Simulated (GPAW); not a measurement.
# Tm (Im-3m) in GPAW: convergence with k mesh

Aim: find how far k mesh must go before the results for Tm settle, at LDA. This setting moves, with any that are tied to it; all else stays.

Program: GPAW 26.7.0. These are calculated values, not measurements. Logs are shortened: lines on timing, memory, paths and dates and some standing lists are left out, and cuts for length are marked. The log counts tension as positive stress, the text compression.

### 1 The structure

The structure is cubic, space group Im-3m (No. 229). The conventional cell has a = 3.941 Å, b = 3.941 Å, c = 3.941 Å, α = 90.00°, β = 90.00°, γ = 90.00°. Tm (site symmetry m-3m) has 8 Tm at 3.41 Å as nearest neighbours.

This isn't the form of Tm at room conditions, which is hcp.

### 2 With k mesh 2 × 2 × 2

run.py

```python
from ase.dft.bandgap import bandgap
from ase.io import read, write
from ase.units import GPa
from gpaw import GPAW, PW

atoms = read('POSCAR')
atoms.set_initial_magnetic_moments([2.0])

calc = GPAW(mode=PW(800),
            xc='LDA',
            kpts={'size': (2, 2, 2), 'gamma': True},
            occupations={'name': 'fermi-dirac', 'width': 0.05},
            nbands=24,
            convergence={'density': 1e-05, 'energy': 1e-05},
            maxiter=100,
            txt='gpaw.txt')
atoms.calc = calc
energy = atoms.get_potential_energy()
forces = atoms.get_forces()
stress = atoms.get_stress()
calc.write('gs.gpw')
write('result.traj', atoms)
print(f'Energy: {energy:.6f} eV')
print('Forces (eV/A):')
print(forces.round(4))
print('Stress (GPa):', (stress / GPa).round(3))
print('Moments:', calc.get_magnetic_moments().round(3))
print('Fermi level:', round(calc.get_fermi_level(), 4), 'eV')
print(f'Gap: {bandgap(calc)[0]:.4f} eV, direct: {bandgap(calc, direct=True)[0]:.4f} eV')
```

POSCAR

```
Tm
1.0
   -1.9705499473      1.9705499473      1.9705499473
    1.9705499473     -1.9705499473      1.9705499473
    1.9705499473      1.9705499473     -1.9705499473
Tm
1
Direct
    0.0000000000      0.0000000000      0.0000000000
```

Potentials or basis: the program's PAW data sets (release 1.2.1) made for this functional, pw.

On the command line:

```console
$ OMP_NUM_THREADS=1 python run.py
```

Wall time 15 s (1 thread of Arm Neoverse V1, shared host); peak memory 0.17 GiB.

Results:

* Free energy: -2.9781 eV
* Pressure: -14.5 GPa
* Band gap on the k mesh: none (metal or under the smearing width)
* Net moment: 1.25 μB per cell
* Site moments: Tm +1.29 μB

### 3 With k mesh 3 × 3 × 3

run.py: that of step 2 with these lines changed.

```diff
@@ -10,3 +10,3 @@
             xc='LDA',
-            kpts={'size': (2, 2, 2), 'gamma': True},
+            kpts={'size': (3, 3, 3), 'gamma': True},
             occupations={'name': 'fermi-dirac', 'width': 0.05},
```

POSCAR is that of step 2.

Potentials or basis: the program's PAW data sets (release 1.2.1) made for this functional, pw.

On the command line:

```console
$ OMP_NUM_THREADS=1 python run.py
```

It took 22 s on 1 thread of Arm Neoverse V1, shared host; peak memory 0.18 GiB.

What came out:

* Free energy: -2.0222 eV
* Pressure: -1.9 GPa
* Band gap on the k mesh: none (metal or under the smearing width)
* Net moment: 0.98 μB per cell
* Site moments: Tm +1.08 μB

### 4 With k mesh 4 × 4 × 4

run.py: that of step 3 with these lines changed.

```diff
@@ -10,3 +10,3 @@
             xc='LDA',
-            kpts={'size': (3, 3, 3), 'gamma': True},
+            kpts={'size': (4, 4, 4), 'gamma': True},
             occupations={'name': 'fermi-dirac', 'width': 0.05},
```

POSCAR is that of step 3.

On the command line:

```console
$ OMP_NUM_THREADS=1 python run.py
```

Run time: 29 s. Hardware: 1 thread of Arm Neoverse V1, shared host; peak memory 0.18 GiB.

Results:

* Free energy: -2.2058 eV
* Pressure: -0.7 GPa
* Band gap on the k mesh: none (metal or under the smearing width)
* Net moment: 1.05 μB per cell
* Site moments: Tm +1.15 μB

### 5 With k mesh 5 × 5 × 5

run.py: that of step 4 with these lines changed.

```diff
@@ -10,3 +10,3 @@
             xc='LDA',
-            kpts={'size': (4, 4, 4), 'gamma': True},
+            kpts={'size': (5, 5, 5), 'gamma': True},
             occupations={'name': 'fermi-dirac', 'width': 0.05},
```

POSCAR is that of step 4.

On the command line:

```console
$ OMP_NUM_THREADS=1 python run.py
```

It took 32 s on 1 thread of Arm Neoverse V1, shared host; peak memory 0.18 GiB.

It converged, with:

```yaml
Free_energy: -2.2081 eV
Pressure: -1.0 GPa
Band_gap_on_the_k_mesh: none (metal or under the smearing width)
Net_moment: 1.12 μB per cell
Site_moments: Tm +1.18 μB
```

### 6 With k mesh 6 × 6 × 6

run.py: that of step 5 with these lines changed.

```diff
@@ -10,3 +10,3 @@
             xc='LDA',
-            kpts={'size': (5, 5, 5), 'gamma': True},
+            kpts={'size': (6, 6, 6), 'gamma': True},
             occupations={'name': 'fermi-dirac', 'width': 0.05},
```

POSCAR is that of step 5.

Potentials or basis: the program's PAW data sets (release 1.2.1) made for this functional, pw.

On the command line:

```console
$ OMP_NUM_THREADS=1 python run.py
```

Wall time 49 s (1 thread of Arm Neoverse V1, shared host); peak memory 0.19 GiB.

The run converged. Its results:

| Item | Value |
| --- | --- |
| Free energy | -2.2040 eV |
| Pressure | -1.1 GPa |
| Band gap on the k mesh | none (metal or under the smearing width) |
| Net moment | 1.08 μB per cell |
| Site moments | Tm +1.16 μB |

### 7 With k mesh 7 × 7 × 7

run.py: that of step 6 with these lines changed.

```diff
@@ -10,3 +10,3 @@
             xc='LDA',
-            kpts={'size': (6, 6, 6), 'gamma': True},
+            kpts={'size': (7, 7, 7), 'gamma': True},
             occupations={'name': 'fermi-dirac', 'width': 0.05},
```

POSCAR is that of step 6.

On the command line:

```console
$ OMP_NUM_THREADS=1 python run.py
```

Run time: 57 s. Hardware: 1 thread of Arm Neoverse V1, shared host; peak memory 0.2 GiB.

It converged, with:

- Free energy: -2.2087 eV
- Pressure: -1.2 GPa
- Band gap on the k mesh: none (metal or under the smearing width)
- Net moment: 1.10 μB per cell
- Site moments: Tm +1.17 μB

### 8 With k mesh 9 × 9 × 9

run.py: that of step 7 with these lines changed.

```diff
@@ -10,3 +10,3 @@
             xc='LDA',
-            kpts={'size': (7, 7, 7), 'gamma': True},
+            kpts={'size': (9, 9, 9), 'gamma': True},
             occupations={'name': 'fermi-dirac', 'width': 0.05},
```

POSCAR is that of step 7.

On the command line:

```console
$ OMP_NUM_THREADS=1 python run.py
```

It took 93 s on 1 thread of Arm Neoverse V1, shared host; peak memory 0.22 GiB.

Results (log left out):

* Free energy: -2.2065 eV
* Pressure: -1.2 GPa
* Band gap on the k mesh: none (metal or under the smearing width)
* Net moment: 1.12 μB per cell
* Site moments: Tm +1.17 μB

### 9 With k mesh 10 × 10 × 10

run.py: that of step 8 with these lines changed.

```diff
@@ -10,3 +10,3 @@
             xc='LDA',
-            kpts={'size': (9, 9, 9), 'gamma': True},
+            kpts={'size': (10, 10, 10), 'gamma': True},
             occupations={'name': 'fermi-dirac', 'width': 0.05},
```

POSCAR is that of step 8.

Potentials or basis: the program's PAW data sets (release 1.2.1) made for this functional, pw.

On the command line:

```console
$ OMP_NUM_THREADS=1 python run.py
```

Run time: 2.1 min. Hardware: 1 thread of Arm Neoverse V1, shared host; peak memory 0.24 GiB.

Results (log left out):

| Quantity | Value |
| --- | --- |
| Free energy | -2.2069 eV |
| Pressure | -1.1 GPa |
| Band gap on the k mesh | none (metal or under the smearing width) |
| Net moment | 1.09 μB per cell |
| Site moments | Tm +1.17 μB |

### 10 With k mesh 13 × 13 × 13

run.py: that of step 9 with these lines changed.

```diff
@@ -10,3 +10,3 @@
             xc='LDA',
-            kpts={'size': (10, 10, 10), 'gamma': True},
+            kpts={'size': (13, 13, 13), 'gamma': True},
             occupations={'name': 'fermi-dirac', 'width': 0.05},
```

POSCAR is that of step 9.

Potentials or basis: the program's PAW data sets (release 1.2.1) made for this functional, pw.

On the command line:

```console
$ OMP_NUM_THREADS=1 python run.py
```

gpaw.txt:

```text
__  _  _
 | _ |_)|_||  |
 |__||  | ||/\| - 26.7.0

Input parameters:
  mode=PW(ecut=800.0),
  convergence={'density': 1e-05, 'energy': 1e-05},
  kpts=MonkhorstPack(size=(13, 13, 13), gamma=True),
  maxiter=100,
  nbands=24,
  occupations=Occupations(name='fermi-dirac', width=0.05),
  xc=XC(name='LDA')

Diagonalizing LCAO Hamiltonian
Converting LCAO to pw mode

       Tm

Atoms  # Å, Bohr magnetons
|   | symbol |        x |        y |        z |    initial magnetic moments |
|---|--------|----------|----------|----------|-----------------------------|
| 0 |     Tm | 0.000000 | 0.000000 | 0.000000 | ( 0.0000,  0.0000,  2.0000) |

Unit cell  # Å
| periodic |         x |         y |         z |  lengths |     angles |
|----------|-----------|-----------|-----------|----------|------------|
|      yes | -1.970550 |  1.970550 |  1.970550 | 3.413093 | 109.471221 |
|      yes |  1.970550 | -1.970550 |  1.970550 | 3.413093 | 109.471221 |
|      yes |  1.970550 |  1.970550 | -1.970550 | 3.413093 | 109.471221 |

Number of symmetries: 48
Symmetry operations  # r_c * U_cc + t_c -> r_c
|    | kind |            matrix            |
|----|------|------------------------------|
|  0 |  σ   |  1, 1, 1,  0, 0,-1,  0,-1, 0 |
|  1 |  C4  |  1, 1, 1,  0, 0,-1, -1, 0, 0 |
|  2 |  C2  |  1, 1, 1,  0,-1, 0,  0, 0,-1 |
|  3 |  S6  |  1, 1, 1,  0,-1, 0, -1, 0, 0 |
|  4 |  S6  |  1, 1, 1, -1, 0, 0,  0, 0,-1 |
|  5 |  C4  |  1, 1, 1, -1, 0, 0,  0,-1, 0 |
|  6 |  E   |  1, 0, 0,  0, 1, 0,  0, 0, 1 |
|  7 |  σ   |  1, 0, 0,  0, 1, 0, -1,-1,-1 |
|  8 |  σ   |  1, 0, 0,  0, 0, 1,  0, 1, 0 |
|  9 |  C3  |  1, 0, 0,  0, 0, 1, -1,-1,-1 |
| 10 |  C3  |  1, 0, 0, -1,-1,-1,  0, 1, 0 |
| 11 |  σ   |  1, 0, 0, -1,-1,-1,  0, 0, 1 |
| 12 |  σ   |  0, 1, 0,  1, 0, 0,  0, 0, 1 |
| 13 |  C2  |  0, 1, 0,  1, 0, 0, -1,-1,-1 |
[... 156 lines left out ...]
|iter:  10| |   -2.147455 | -4.68 | -2.33 |  +1.1009|
|iter:  11| |   -2.147453 | -5.19 | -2.49 |  +1.1081|
|iter:  12| |   -2.147475c| -6.78 | -3.18 |  +1.1061|
|iter:  13| |   -2.147503c| -7.05 | -3.45 |  +1.1050|
|iter:  14| |   -2.147513c| -7.84c| -4.03 |  +1.1045|
|iter:  15| |   -2.147513c| -7.61c| -4.71 |  +1.1045|
|iter:  16| |   -2.147512c| -8.41c| -5.08c|  +1.1045|

Converged in 16 steps
Energy contributions relative to reference atoms: (reference = -368958.440908)

Energy contributions:
  Kinetic:         -40.571685
  Coulomb:          38.795832
  Zero:              0.496895
  External:          0.000000
  Xc:               -0.809385
  Entropy:          -0.118338
  Spinorbit:         0.000000
  ----------------------------
  Free energy:      -2.206681
  Extrapolated:     -2.147512

dipole moment: (-9.331394, -9.331394, -9.331394)  # |e|*Ang

Total magnetic moment: (0.000000, 0.000000, 1.104470)

Local magnetic moments
|        x |        y |        z |
|----------|----------|----------|
| 0.000000 | 0.000000 | 1.170684 |  # Tm   0

Fermi level: 7.625
Eigenvalues  # (at kpt = [0.000, 0.000, 0.000])
| band index |      eig [eV] | occ [0-1] |      eig [eV] | occ [0-1] |
|------------|---------------|-----------|---------------|-----------|
|          0 |       -42.488 |     1.000 |       -42.014 |     1.000 |
|        ... |               |           |               |           |
|          4 |         2.316 |     1.000 |         2.284 |     1.000 |
|          5 |         6.534 |     1.000 |         7.393 |     0.990 |
|          6 |         6.534 |     1.000 |         7.393 |     0.990 |
|          7 |         6.534 |     1.000 |         7.393 |     0.990 |
|          8 |         6.692 |     1.000 |         7.596 |     0.641 |
|          9 |         6.692 |     1.000 |         7.596 |     0.641 |
|         10 |         6.692 |     1.000 |         7.596 |     0.641 |
|         11 |         6.782 |     1.000 |         7.659 |     0.335 |
|         12 |        10.538 |     0.000 |        10.589 |     0.000 |
|         13 |        10.538 |     0.000 |        10.589 |     0.000 |
|         14 |        10.538 |     0.000 |        10.589 |     0.000 |
|         15 |        12.796 |     0.000 |        12.860 |     0.000 |
|         16 |        12.796 |     0.000 |        12.860 |     0.000 |
|         17 |        19.390 |     0.000 |        19.367 |     0.000 |
|         18 |        19.390 |     0.000 |        19.367 |     0.000 |
|        ... |               |           |               |           |
|         23 |        27.583 |     0.000 |        27.619 |     0.000 |

No gap
No difference between direct/indirect transitions

Forces  # eV/Ang
|        x |       y |       z |
|----------|---------|---------|
| -0.00000 | 0.00000 | 0.00000 |  # Tm   0

Stress tensor  # eV/Ang^3
|        x |         y |         z |
|----------|-----------|-----------|
| 0.007249 |  0.000000 |  0.000000 |
| 0.000000 |  0.007249 | -0.000000 |
| 0.000000 | -0.000000 |  0.007249 |

# Writing to gs.gpw (mode='')
```

It took 3.6 min on 1 thread of Arm Neoverse V1, shared host; peak memory 0.3 GiB.

Results:

| Item | Value |
| --- | --- |
| Free energy | -2.2067 eV |
| Pressure | -1.2 GPa |
| Band gap on the k mesh | none (metal or under the smearing width) |
| Net moment | 1.10 μB per cell |
| Site moments | Tm +1.17 μB |

### 11 Result

| k mesh | energy less the tightest run, at zero smearing (meV/atom) | pressure (GPa) | largest site moment (μB) | SCF cycles | CPU time (s) | peak memory (GiB) |
| --- | --- | --- | --- | --- | --- | --- |
| 2 × 2 × 2 | -765.00 | -14.49 | 1.29 | 18 | 15 | 0.17 |
| 3 × 3 × 3 | 174.60 | -1.92 | 1.08 | 23 | 22 | 0.18 |
| 4 × 4 × 4 | -0.13 | -0.68 | 1.15 | 18 | 29 | 0.18 |
| 5 × 5 × 5 | 0.29 | -0.98 | 1.18 | 17 | 32 | 0.18 |
| 6 × 6 × 6 | 2.67 | -1.06 | 1.16 | 18 | 49 | 0.19 |
| 7 × 7 × 7 | -1.75 | -1.19 | 1.17 | 17 | 57 | 0.2 |
| 9 × 9 × 9 | 0.23 | -1.17 | 1.17 | 16 | 93 | 0.22 |
| 10 × 10 × 10 | -0.25 | -1.14 | 1.17 | 17 | 130 | 0.24 |
| 13 × 13 × 13 | 0.00 | -1.16 | 1.17 | 16 | 210 | 0.3 |

Against the tightest run, the energy stays within 1 meV/atom from 9 × 9 × 9 on; the pressure stays within 0.1 GPa from 7 × 7 × 7 on; the largest site moment stays within 0.02 μB from 4 × 4 × 4 on. Meshes of other sizes hit other points, so gaps and Fermi surfaces needn't settle smoothly. The tightest run that finished is the yardstick and may itself not be fully converged.

Caveats: one-centre terms of the f shell are cut off; the magnetic or orbital state may not be the lowest; spin-orbit coupling is left out, which moves the levels of the heavy elements.
